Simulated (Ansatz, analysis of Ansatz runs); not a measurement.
# LaOF (R-3m), nudged elastic band: F_i by the interstitialcy path (q = 0), part 3 of 3

How high is the barrier when F changes place in LaOF (R-3m)? The case: F_i by the interstitialcy path, charge 0, in a cell of 36 host atoms with 1 F put in.

Ansatz 0.2.0; plane-wave PAW DFT, PBEsol; nudged elastic band between two relaxed defect structures.

So far: Set-up; Relaxation of the start point, charge 0; Relaxation of the end point, charge 0.

**4. Nudged elastic band, charge 0**

5 movable images are laid between the ends on a pair-potential path, which keeps atoms from colliding in the first guess. Each image feels the true force across the path and a spring force along it. The highest image is set to climb to the top of the path.

This step: plane-wave PAW DFT, PBEsol; nudged elastic band between two relaxed defect structures.

q0_M1.neb/input.yaml

```yaml
crystal:
  lattice:
    - [-4.01323028, 6.95111875, 0.0]
    - [-12.03969085, 0.0, 0.0]
    - [-2.00661514, 1.15851979, 6.68937332]
  atoms:
    - { symbol: La, position: [0.1295543, 0.08408406, 0.22447608] }
    - { symbol: La, position: [0.36879949, 0.24794326, 0.77961549] }
    - { symbol: O, position: [0.18580698, 0.12528613, 0.87104254] }
    - { symbol: O, position: [0.30959843, 0.21065093, 0.13048198] }
    - { symbol: F, position: [0.06443957, 0.0414425, 0.61566404] }
    - { symbol: F, position: [0.43616061, 0.28915108, 0.38787728] }
    - { symbol: La, position: [0.12660643, 0.41798581, 0.22824449] }
    - { symbol: La, position: [0.37200262, 0.58291167, 0.77142049] }
    - { symbol: O, position: [0.18266838, 0.46247847, 0.87176938] }
    - { symbol: O, position: [0.31647041, 0.53827204, 0.12705487] }
    - { symbol: F, position: [0.08117648, 0.37016941, 0.6157682] }
    - { symbol: F, position: [0.41701076, 0.63102112, 0.38312666] }
    - { symbol: La, position: [0.1304839, 0.75331194, 0.21923118] }
    - { symbol: La, position: [0.36999491, 0.91671698, 0.77438627] }
    - { symbol: O, position: [0.18965388, 0.79051357, 0.86860306] }
    - { symbol: O, position: [0.31412052, 0.87548181, 0.12786888] }
    - { symbol: F, position: [0.06291561, 0.71212585, 0.61141899] }
    - { symbol: F, position: [0.43516597, 0.95908273, 0.38355122] }
    - { symbol: La, position: [0.6298825, 0.08582283, 0.22335561] }
    - { symbol: La, position: [0.8706825, 0.25149596, 0.77084553] }
    - { symbol: O, position: [0.69280803, 0.12466155, 0.86977794] }
    - { symbol: O, position: [0.80606025, 0.21386561, 0.12799823] }
    - { symbol: F, position: [0.56375896, 0.04276446, 0.61490005] }
    - { symbol: F, position: [0.94694251, 0.27729172, 0.38558479] }
    - { symbol: La, position: [0.62664529, 0.41666572, 0.24592134] }
    - { symbol: La, position: [0.87267258, 0.58449705, 0.75194269] }
    - { symbol: O, position: [0.69322447, 0.46238761, 0.87607407] }
    - { symbol: O, position: [0.80618211, 0.5386652, 0.11985132] }
    - { symbol: F, position: [0.55307848, 0.37229206, 0.62256648] }
    - { symbol: F, position: [0.94723759, 0.62933492, 0.37604733] }
    - { symbol: La, position: [0.62865214, 0.7491342, 0.2285206] }
    - { symbol: La, position: [0.86923899, 0.91518807, 0.77564613] }
    - { symbol: O, position: [0.69341534, 0.7868108, 0.87081876] }
    - { symbol: O, position: [0.80611642, 0.87643657, 0.12901758] }
    - { symbol: F, position: [0.55298425, 0.72262147, 0.61328131] }
    - { symbol: F, position: [0.93568542, 0.95817538, 0.38378505] }
    - { symbol: F, position: [0.75172072, 0.50144978, 0.49075723] }
basis:
  ecutwfc: 420
  xc_grid: 2
hamiltonian:
  xc: pbesol
kpoints:
  mp_grid: { grid: [1, 1, 1] }
magnetization:
  spin_polarized: true
  initial_magnetization: 1
  spin_locking: { lock_magnetization: hard }
scf:
  occupations: { method: fixed }
  max_iter: 100
output:
  forces: true
neb:
  images: 5
  f_tol: 0.03
  climbing: true
  initial_path: idpp
  max_iterations: 45
  order_check: false
  final_atoms:
    - { symbol: La, position: [0.12720568, 0.08452341, 0.24382833] }
    - { symbol: La, position: [0.37312697, 0.25236522, 0.75017059] }
[... 3 atom lines left out ...]
    - { symbol: F, position: [0.44729266, 0.29699064, 0.37380631] }
    - { symbol: La, position: [0.12910613, 0.4173366, 0.22589147] }
[... 3 atom lines left out ...]
    - { symbol: F, position: [0.25022523, 0.16837258, 0.49701742] }
[... 8 atom lines left out ...]
    - { symbol: La, position: [0.87281431, 0.25090907, 0.7685122] }
[... 3 atom lines left out ...]
    - { symbol: F, position: [0.9180229, 0.29886472, 0.38068826] }
[... 1 atom line left out ...]
    - { symbol: La, position: [0.87038274, 0.58477003, 0.77187792] }
    - { symbol: O, position: [0.69006841, 0.45845696, 0.86586714] }
    - { symbol: O, position: [0.81439324, 0.54350232, 0.12526392] }
    - { symbol: F, position: [0.56363268, 0.37970875, 0.60896724] }
    - { symbol: F, position: [0.93549786, 0.62713456, 0.3809716] }
[... 4 atom lines left out ...]
    - { symbol: F, position: [0.56486229, 0.70971921, 0.61296879] }
[... 1 atom line left out ...]
    - { symbol: F, position: [1.05323887, 0.39099653, 0.61114403] }
```

Started as:

```sh
$ ansatz run input.yaml --threads 4 --pin off --max-ram 7536MiB --backend cpu --events-out ev --progress --plain --runs-dir out
```

The program printed:

```text
Warning: neb: disabling space-group detection — the band's intermediate images generally break the endpoint symmetry, so no spatial operation reduces the k-mesh or symmetrises the density, except that a semilocal band can use its path's symmetry ahead of [...]
[...]
parallel-image band execution: 4 concurrent image workers
NEB image 0
Crystal: 37 atoms, lattice volume = 559.829 Å³
Basis set: ecut = 420 eV, 10937 PW (Γ), exchange–correlation on 108×162×96 points (8 copies of the dense FFT grid, shifted against one another)
Bands: 185, of which v1, the nominal top of the filled ones, is band 148 counted from 1 (147 counted from 0)
Symmetry: 1 space group operations
k-points: 1
[...]
Starting moments: Σ|m| = 1 μB on 37 of 37 sites
[...]
SCF iter   1: F=—  HF=-91265.566972 eV  |F-HF|=—  |Δ(HF+E_count)|=         —  Δρ=2.32e-1 (↑2.32e-1 ↓2.32e-1)  dr2=2.20e3  dr2_m=5.65e-2  M=1.000 μB ∫|m|=1.100 μB  β_m=0.30  ethr=3.10e-3  ⟨swp⟩=4.0  Hψ=1318  notcnv=0  defer=52
[...]
SCF iter  19: F=-91144.073072 eV  HF=-91144.073072 eV  |F-HF|=3.76e-8  |Δ(HF+E_count)|=   5.11e-8  Δρ=1.20e-6 (↑1.11e-6 ↓1.20e-6)  dr2=3.36e-8  dr2_m=1.06e-9  M=1.000 μB ∫|m|=1.147 μB  ethr=3.39e-11  ⟨swp⟩=4.0  Hψ=1040  notcnv=0
SCF 1 converged in 19 iterations: F = -91144.073072 eV  dr2 = 3.36e-8
[...]
NSCF: frozen V_eff on 1 k-points
NEB image 6
SCF iter   1: F=—  HF=-91265.654656 eV  |F-HF|=—  |Δ(HF+E_count)|=         —  Δρ=2.32e-1 (↑2.31e-1 ↓2.32e-1)  dr2=2.20e3  dr2_m=5.56e-2  M=1.000 μB ∫|m|=1.172 μB  β_m=0.30  ethr=3.10e-3  ⟨swp⟩=4.0  Hψ=1352  notcnv=0  defer=52
[...]
SCF iter  19: F=-91144.073241 eV  HF=-91144.073241 eV  |F-HF|=9.49e-9  |Δ(HF+E_count)|=   4.55e-8  Δρ=1.58e-6 (↑1.04e-6 ↓1.58e-6)  dr2=2.90e-8  dr2_m=1.18e-9  M=1.000 μB ∫|m|=1.148 μB  ethr=2.87e-11  ⟨swp⟩=2.5  Hψ=1162  notcnv=0
SCF 2 converged in 19 iterations: F = -91144.073241 eV  dr2 = 2.90e-8
[...]
NEB end point (image 0): max|allowed force component| = 1.229e-2 eV/Å (the criterion of neb.relax_end_points is 1.000e-2)
NEB end point (image 6): max|allowed force component| = 8.735e-3 eV/Å (the criterion of neb.relax_end_points is 1.000e-2)
NEB image 1
[...]
SCF iter   1: F=—  HF=-91268.068530 eV  |F-HF|=—  |Δ(HF+E_count)|=         —  Δρ=2.40e-1 (↑2.40e-1 ↓2.35e-1)  dr2=2.34e3  dr2_m=2.22e-1  M=1.000 μB ∫|m|=1.109 μB  β_m=0.30  ethr=3.10e-3  ⟨swp⟩=4.0  Hψ=1388  notcnv=0  defer=54
[...]
SCF iter  21: F=-91143.707205 eV  HF=-91143.707205 eV  |F-HF|=6.64e-9  |Δ(HF+E_count)|=   1.05e-8  Δρ=9.47e-7 (↑7.19e-7 ↓9.47e-7)  dr2=1.56e-8  dr2_m=1.10e-9  M=1.000 μB ∫|m|=1.144 μB  ethr=2.86e-11  ⟨swp⟩=2.0  Hψ=1082  notcnv=0
SCF 3 converged in 21 iterations: F = -91143.707205 eV  dr2 = 1.56e-8
NEB image 2
[...]
SCF iter   1: F=—  HF=-91269.304376 eV  |F-HF|=—  |Δ(HF+E_count)|=         —  Δρ=2.44e-1 (↑2.44e-1 ↓2.39e-1)  dr2=2.46e3  dr2_m=1.81e-1  M=1.000 μB ∫|m|=1.085 μB  β_m=0.30  ethr=3.10e-3  ⟨swp⟩=5.0  Hψ=1406  notcnv=0  defer=42
[...]
SCF iter  33: F=-91143.147253 eV  HF=-91143.147253 eV  |F-HF|=1.64e-9  |Δ(HF+E_count)|=  2.62e-10  Δρ=4.96e-7 (↑6.68e-8 ↓4.96e-7)  dr2=2.04e-9  dr2_m=3.15e-10  M=1.000 μB ∫|m|=1.140 μB  ethr=3.17e-12  ⟨swp⟩=1.0  Hψ=683  notcnv=0
SCF 4 converged in 33 iterations: F = -91143.147253 eV  dr2 = 2.04e-9
NEB image 3
SCF iter   1: F=—  HF=-91269.449128 eV  |F-HF|=—  |Δ(HF+E_count)|=         —  Δρ=2.40e-1 (↑2.40e-1 ↓2.38e-1)  dr2=2.41e3  dr2_m=7.84e-2  M=1.000 μB ∫|m|=1.062 μB  β_m=0.30  ethr=3.10e-3  ⟨swp⟩=4.0  Hψ=1416  notcnv=0  defer=36
[...]
SCF iter  28: F=-91142.871037 eV  HF=-91142.871037 eV  |F-HF|=3.41e-9  |Δ(HF+E_count)|=  4.80e-10  Δρ=6.27e-7 (↑1.11e-7 ↓6.27e-7)  dr2=4.07e-9  dr2_m=4.69e-10  M=1.000 μB ∫|m|=1.137 μB  ethr=1.99e-12  ⟨swp⟩=1.0  Hψ=687  notcnv=0
SCF 5 converged in 28 iterations: F = -91142.871037 eV  dr2 = 4.07e-9
NEB image 4
[...]
SCF iter   1: F=—  HF=-91268.590007 eV  |F-HF|=—  |Δ(HF+E_count)|=         —  Δρ=2.42e-1 (↑2.42e-1 ↓2.39e-1)  dr2=2.43e3  dr2_m=7.59e-2  M=1.000 μB ∫|m|=1.061 μB  β_m=0.30  ethr=3.10e-3  ⟨swp⟩=4.0  Hψ=1314  notcnv=0  defer=50
[...]
SCF iter  24: F=-91143.101785 eV  HF=-91143.101785 eV  |F-HF|=4.07e-9  |Δ(HF+E_count)|=   2.06e-8  Δρ=8.05e-7 (↑5.34e-7 ↓8.05e-7)  dr2=1.14e-8  dr2_m=3.98e-10  M=1.000 μB ∫|m|=1.139 μB  ethr=3.31e-11  ⟨swp⟩=2.0  Hψ=1071  notcnv=0
SCF 6 converged in 24 iterations: F = -91143.101785 eV  dr2 = 1.14e-8
NEB image 5
SCF iter   1: F=—  HF=-91267.320608 eV  |F-HF|=—  |Δ(HF+E_count)|=         —  Δρ=2.41e-1 (↑2.41e-1 ↓2.36e-1)  dr2=2.36e3  dr2_m=2.40e-1  M=1.000 μB ∫|m|=1.111 μB  β_m=0.30  ethr=3.10e-3  ⟨swp⟩=4.0  Hψ=1316  notcnv=0  defer=52
[...]
SCF iter  22: F=-91143.677492 eV  HF=-91143.677492 eV  |F-HF|=4.37e-10  |Δ(HF+E_count)|=   4.87e-9  Δρ=7.16e-7 (↑4.87e-7 ↓7.16e-7)  dr2=7.04e-9  dr2_m=4.78e-10  M=1.000 μB ∫|m|=1.144 μB  ethr=8.26e-12  ⟨swp⟩=1.5  Hψ=968  notcnv=0
SCF 7 converged in 22 iterations: F = -91143.677492 eV  dr2 = 7.04e-9
NEB iter   1: max|band force component| = 1.489e0 eV/Å  barrier→ = 1.2020 eV  barrier← = 1.2022 eV  Δτ_max = 0.2000 Å  (166 SCF iters)
  M     (μB):  +1.0000  +1.0000  +1.0000  +1.0000  +1.0000  +1.0000  +1.0000
  M_abs (μB):   1.1527   1.1495   1.1455   1.1429   1.1444   1.1490   1.1530
NEB image 1
[...]
Starting moments: Σ|m| = 1 μB on 37 of 37 sites; this step starts from the density that it was given
[...]
iter 1 solved again at ethr=4.70e-4 eV; its pass at ethr=3.10e-3 eV (dr2=1.39e0 eV) is discarded
[...]
SCF iter  13: F=-91143.507466 eV  HF=-91143.507466 eV  |F-HF|=7.20e-9  |Δ(HF+E_count)|=   3.74e-8  Δρ=9.54e-7 (↑7.10e-7 ↓9.54e-7)  dr2=1.64e-8  dr2_m=4.86e-10  M=1.000 μB ∫|m|=1.148 μB  ethr=3.39e-11  ⟨swp⟩=2.0  Hψ=1188  notcnv=0
SCF 8 converged in 13 iterations: F = -91143.507466 eV  dr2 = 1.64e-8
NEB image 2
[...]
SCF iter  17: F=-91143.043312 eV  HF=-91143.043312 eV  |F-HF|=4.31e-9  |Δ(HF+E_count)|=   9.44e-9  Δρ=5.27e-7 (↑3.41e-7 ↓5.27e-7)  dr2=4.63e-9  dr2_m=2.83e-10  M=1.000 μB ∫|m|=1.144 μB  ethr=7.07e-12  ⟨swp⟩=1.0  Hψ=833  notcnv=0
SCF 9 converged in 17 iterations: F = -91143.043312 eV  dr2 = 4.63e-9
NEB image 3
[...]
SCF 52 converged in 7 iterations: F = -91143.896382 eV  dr2 = 9.34e-9
NEB image 1
[...]
NEB image 2
[...]
NEB image 4
[...]
NEB image 5
[...]
NEB image 3
[...]
the band table was solved once a step of the walk had ended and its energy, with any forces and stress, was formed, with the checks that follow a solve (2138 applications of the Hamiltonian). They found nothing against the state; [...]
NEB iter  10: max|band force component| = 2.580e-2 eV/Å  barrier→ = 0.5934 eV  barrier← = 0.5936 eV  CI = image 3  Δτ_max = 0.0000 Å  (38 SCF iters)
  M     (μB):  +1.0000  +1.0000  +1.0000  +1.0000  +1.0000  +1.0000  +1.0000
  M_abs (μB):   1.1527   1.1476   1.1425   1.1652   1.1434   1.1479   1.1530
NEB image 0, for a test of the images' electronic states
iteration 19: the least curvature of the free energy that was read at this close is 0.945 (0.945 in the run's own bands): not negative
NEB image 3, for a test of the images' electronic states
[...]
NEB image 6, for a test of the images' electronic states
[...]
NEB image 0, for a test of the images' electronic states
[...]
SCF iter  14: F=-91144.073072 eV  HF=-91144.073072 eV  |F-HF|=2.04e-10  |Δ(HF+E_count)|=   1.53e-8  Δρ=8.81e-7 (↑6.08e-7 ↓8.81e-7)  dr2=1.22e-8  dr2_m=4.93e-10  M=1.000 μB ∫|m|=1.147 μB  ethr=2.24e-11  ⟨swp⟩=1.5  Hψ=931  notcnv=0
SCF 53 converged in 14 iterations: F = -91144.073072 eV  dr2 = 1.22e-8
NEB image 3, for a test of the images' electronic states
[...]
SCF iter  19: F=-91143.479660 eV  HF=-91143.479660 eV  |F-HF|=1.89e-10  |Δ(HF+E_count)|=  3.35e-10  Δρ=2.74e-7 (↑1.58e-7 ↓2.74e-7)  dr2=1.02e-9  dr2_m=8.68e-11  M=1.000 μB ∫|m|=1.160 μB  ethr=2.05e-12  ⟨swp⟩=1.0  Hψ=845  notcnv=0
SCF 54 converged in 19 iterations: F = -91143.479660 eV  dr2 = 1.02e-9
NEB image 3, for a test of the images' electronic states
[...]
SCF iter  19: F=-91143.479660 eV  HF=-91143.479660 eV  |F-HF|=1.46e-10  |Δ(HF+E_count)|=   1.02e-9  Δρ=3.38e-7 (↑1.65e-7 ↓3.38e-7)  dr2=1.33e-9  dr2_m=1.35e-10  M=1.000 μB ∫|m|=1.160 μB  ethr=3.39e-12  ⟨swp⟩=1.0  Hψ=757  notcnv=0
SCF 55 converged in 19 iterations: F = -91143.479660 eV  dr2 = 1.33e-9
NEB image 6, for a test of the images' electronic states
[...]
SCF iter  14: F=-91144.073241 eV  HF=-91144.073241 eV  |F-HF|=4.64e-9  |Δ(HF+E_count)|=   1.20e-8  Δρ=1.07e-6 (↑5.35e-7 ↓1.07e-6)  dr2=1.43e-8  dr2_m=8.99e-10  M=1.000 μB ∫|m|=1.148 μB  ethr=1.76e-11  ⟨swp⟩=1.5  Hψ=937  notcnv=0
SCF 56 converged in 14 iterations: F = -91144.073241 eV  dr2 = 1.43e-8
SCF converged after 9 iterations
[...]
Magnetization: 1.0000 μB (148.0000 up, 147.0000 down)
Absolute magnetization: 1.1652 μB (∫|ρ↑−ρ↓|, with the PAW one-centre terms)
[...]
Per-site moments (μB) at R_I (Å): [(0.00284421, 0.939433), (0.00598207, 0.976853), (0.072048, 0.939433), [... 34 left out ...]
Free energy (F): -91143.479660 eV
[...]
Internal energy: -91143.479660 eV  (E = F + TS)
E sigma→0 (E₀):  -91143.479660 eV
Fermi energy:    8.403755 (↑ 8.344152, ↓ 8.403755) eV
[...]
--- Forces (eV/Å), atoms counted from 1 ---
  atom   1  La    -0.00127567     0.00190750    -0.00023548
  atom   2  La     0.00098598    -0.00098077    -0.00118124
  [... 4 atoms left out ...]
  atom   7  La    -0.00143640    -0.00208346     0.00270550
  [... 3 atoms left out ...]
  atom  11  F     -0.00249684    -0.00001292     0.00020564
  [... 8 atoms left out ...]
  atom  20  La     0.00117525     0.00020902    -0.00083812
  [... 3 atoms left out ...]
  atom  24  F     -0.00140238    -0.00015716    -0.00009817
  [... 1 atom left out ...]
  atom  26  La     0.00167121    -0.00246216    -0.00013518
  atom  27  O     -0.00385905    -0.00233696    -0.00039785
  atom  28  O     -0.00252985    -0.00190023    -0.00035045
  atom  29  F     -0.00089393    -0.00130400     0.00078982
  atom  30  F      0.00042803    -0.00062762    -0.00073302
  [... 6 atoms left out ...]
  atom  37  F      0.00008170     0.00077719     0.00001651
  max |Σ_I F_I| component: 7.59e-6 eV/Å
--- Band table (eV) ---
[...]
this run last wrote the band of iteration 10 to <dir>
--- NEB band (7 images, 10 band iterations, 689 SCF iterations, 66 more in tests of the images' electronic states and relaxations of end points) ---
  forward barrier  = 0.593412 eV
  backward barrier = 0.593581 eV
  climbing image's point = of an order that was not read
  energies are F+E_penalty+E_count in eV, relative to image 0
  image     s (Å)  Δ vs image 0  max|band force component| (eV/Å)     M (μB)  M_abs (μB)
      0    0.0000      0.000000                                 —    +1.0000      1.1527
      1    0.6468      0.193935                          1.480e-3    +1.0000      1.1476
      2    1.2936      0.510032                          9.759e-3    +1.0000      1.1425
  *   3    1.9405      0.593412                          3.856e-3    +1.0000      1.1652
      4    2.5521      0.473843                          2.580e-2    +1.0000      1.1434
      5    3.1637      0.176690                          5.473e-3    +1.0000      1.1479
      6    3.7753     -0.000169                                 —    +1.0000      1.1530
  climbing-image geometry (image 3):
  cell:  # Å, volume = 559.8291 Å³
    - [-4.01323028, 6.95111875, 0.0]
    - [-12.03969085, 0.0, 0.0]
    - [-2.00661514, 1.15851979, 6.68937332]
  atoms:
    - { symbol: La, position: [0.133640, 0.083430, 0.228434] }
    - { symbol: La, position: [0.380433, 0.242574, 0.764602] }
    - { symbol: O, position: [0.195881, 0.116533, 0.888069] }
    - { symbol: O, position: [0.314998, 0.211804, 0.121963] }
    - { symbol: F, position: [0.066386, 0.041426, 0.616537] }
    - { symbol: F, position: [0.461679, 0.292356, 0.377245] }
    - { symbol: La, position: [0.120776, 0.415586, 0.235278] }
    - { symbol: La, position: [0.366940, 0.579911, 0.778791] }
    - { symbol: O, position: [0.179548, 0.452091, 0.858886] }
    - { symbol: O, position: [0.297140, 0.543606, 0.131613] }
    - { symbol: F, position: [0.185040, 0.252520, 0.546123] }
    - { symbol: F, position: [0.432920, 0.624560, 0.387282] }
    - { symbol: La, position: [0.129794, 0.753982, 0.223882] }
    - { symbol: La, position: [0.369567, 0.917409, 0.774744] }
    - { symbol: O, position: [0.192118, 0.790061, 0.871083] }
    - { symbol: O, position: [0.315250, 0.873604, 0.132693] }
    - { symbol: F, position: [0.064835, 0.710237, 0.618644] }
    - { symbol: F, position: [0.438526, 0.958746, 0.385000] }
    - { symbol: La, position: [0.630284, 0.089759, 0.218759] }
    - { symbol: La, position: [0.878850, 0.253775, 0.758214] }
    - { symbol: O, position: [0.692918, 0.125364, 0.859222] }
    - { symbol: O, position: [0.813528, 0.210443, 0.111006] }
    - { symbol: F, position: [0.572585, 0.038669, 0.608524] }
    - { symbol: F, position: [0.924458, 0.283714, 0.365358] }
    - { symbol: La, position: [0.625826, 0.422479, 0.230882] }
    - { symbol: La, position: [0.859718, 0.587940, 0.770661] }
    - { symbol: O, position: [0.676000, 0.459294, 0.891366] }
    - { symbol: O, position: [0.809067, 0.547523, 0.127665] }
    - { symbol: F, position: [0.561862, 0.377846, 0.622060] }
    - { symbol: F, position: [0.931499, 0.645512, 0.383031] }
    - { symbol: La, position: [0.632096, 0.752482, 0.228043] }
    - { symbol: La, position: [0.872882, 0.915778, 0.771624] }
    - { symbol: O, position: [0.688013, 0.792963, 0.869014] }
    - { symbol: O, position: [0.808370, 0.882223, 0.123618] }
    - { symbol: F, position: [0.554338, 0.712824, 0.615087] }
    - { symbol: F, position: [0.937234, 0.960200, 0.383301] }
    - { symbol: F, position: [0.883177, 0.455836, 0.549718] }
```

Elapsed: 16 min, on 4 threads of AMD EPYC 7R43, shared host; peak memory 3.1 GiB; 44 min of CPU time.

Images along the path:

```
image  path (Å)  energy (eV)      F11: x, y, z (Å)
    0     0.000       0.0000  -6.018, 1.278, 4.119
    1     0.647       0.1939  -5.660, 1.498, 3.936
    2     1.294       0.5100  -5.231, 1.731, 3.773
    3     1.940       0.5934  -4.879, 1.919, 3.653
    4     2.552       0.4738  -4.505, 2.085, 3.662
    5     3.164       0.1767  -4.225, 2.219, 3.608
    6     3.775      -0.0002  -4.029, 2.315, 3.325
```

Numbers from this step:

| Item | Value |
| --- | --- |
| free energy | -91143.4797 eV |
| total moment | 1 μB |
| integral of the absolute spin density | 1.165 μB |
| spin contamination | 0.002179 |
| barrier forward | 0.5934 eV |
| barrier backward | 0.5936 eV |
| end less start | -1.69e-4 eV |
| hop length | 2.379 Å |

Track of the atom that was set to move:

```
image   x (Å)  y (Å)  z (Å)  nearest neighbour  distance (Å)
    0  -10.04  5.794  3.283                  O         2.483
    1  -10.06  6.008  3.606                  O           2.3
    2  -10.09  6.341  3.648                  O         2.335
    3  -10.14  6.776  3.677                  F          2.42
    4  -10.15  7.159  3.768                 La         2.399
    5  -10.17  7.628  3.924                 La         2.394
    6  -10.16  8.029  4.088                 La         2.455
```

The band met its tolerance of 0.03 eV/Å after 10 iterations, with image 3 on top (the start counts as 0). F11, which moves farthest between the ends, has 4 La at 2.45 to 2.60 Å and 2 F at 2.57 to 2.68 Å nearest at the start and 3 F at 2.41 to 2.57 Å, 3 La at 2.44 to 2.49 Å and 1 O at 2.51 Å at the top.

**5. Summary of results**

```yaml
barrier_forward: 0.59 eV
barrier_backward: 0.59 eV
end_less_start: 0.00 eV
hop_length: 2.38 Å
band_iterations_as_the_log_counts_them: 10
```

What this shows: The top of the band lies 0.59 eV above the start and 0.59 eV above the end. With an assumed prefactor of 1e13 per second it gives one hop a second along this one path at about 230 K. The move is shared: F11 goes 2.38 Å and F37, whose hop length is listed, 2.38 Å. The order of the top as a saddle was not checked for all atoms, so a bent path could be lower. What this leaves open: sampling at the zone centre alone can move energies of charged and open-shell states by tenths of an eV or more in cells of this size; periodic copies of the defect are only 7.1 Å apart; PBEsol makes the gap too small and tends to spread out bound carriers; spin–orbit coupling, which can matter with heavy atoms, is left out.

[Long decimals in the printed logs are rounded to 6 places.]

[Repeated set-up lines and some long k-point lines are left out of the logs, and relaxed atomic positions are cut to six decimals.]

[Logs are printed without paths, hosts, clocks, repeated set-up lines and the standing remarks that a program may print on its own settings, such as how far it seeks lower states.]

[Hosts, paths, dates, database ids (printed as entryN), source tags and the programs' standing remarks are cut or masked in the printed files.]
